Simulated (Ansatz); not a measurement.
**Redistribution: C4H8 + C4H10O → C4H8O + C4H10**

Gas-phase species: C4H8 (1-butene) `C=CCC`, singlet; C4H10O (1-butanol) `CCCCO`, singlet; C4H8O (3-buten-1-ol) `C=CCCO`, singlet; C4H10 (butane) `CCCC`, singlet. The partners trade H for OH; both sit on C, so the bond types are kept.

Shapes, held fixed at every level: PBE0-D4/def2-TZVP. Flexible molecules stand in one conformer, not always the lowest. Programs: Ansatz 0.2.0. Electronic energies: no zero-point or thermal term.

```json
{"level": "PBE-D4/def2-TZVPP", "kind": "GGA", "ΔE (kJ/mol)": "-1.8", "less CCSD(T)/CBS estimate": "-0.7"}
{"level": "B3LYP-D4/def2-TZVPP", "kind": "global hybrid", "ΔE (kJ/mol)": "-0.6", "less CCSD(T)/CBS estimate": "+0.5"}
{"level": "PBE0-D4/def2-TZVPP", "kind": "global hybrid", "ΔE (kJ/mol)": "-1.8", "less CCSD(T)/CBS estimate": "-0.7"}
{"level": "wB97M-V/def2-TZVPP", "kind": "range-separated hybrid", "ΔE (kJ/mol)": "-1.9", "less CCSD(T)/CBS estimate": "-0.8"}
{"level": "MP2/def2-TZVPP", "kind": "perturbation theory", "ΔE (kJ/mol)": "-1.6", "less CCSD(T)/CBS estimate": "-0.5"}
{"level": "CCSD(T)/def2-TZVPP", "kind": "coupled cluster or CI", "ΔE (kJ/mol)": "-1.3", "less CCSD(T)/CBS estimate": "-0.2"}
{"level": "CCSD/def2-TZVPP", "kind": "coupled cluster or CI", "ΔE (kJ/mol)": "-0.3", "less CCSD(T)/CBS estimate": "+0.8"}
{"level": "CCSD(T)/CBS estimate", "kind": "coupled cluster or CI", "ΔE (kJ/mol)": "-1.1", "less CCSD(T)/CBS estimate": "0.0"}
```

The highest level, CCSD(T)/CBS estimate, gives ΔE = -1.1 kJ/mol; the levels span -1.9 to -0.3. That is about zero within the method's error. The column of differences is taken from that level and isn't an error. No measured value is set beside it here. The CBS estimate extrapolates MP2 from def2-TZVPP and def2-QZVPP and adds CCSD(T) − MP2 in the triple-zeta set, cores frozen.
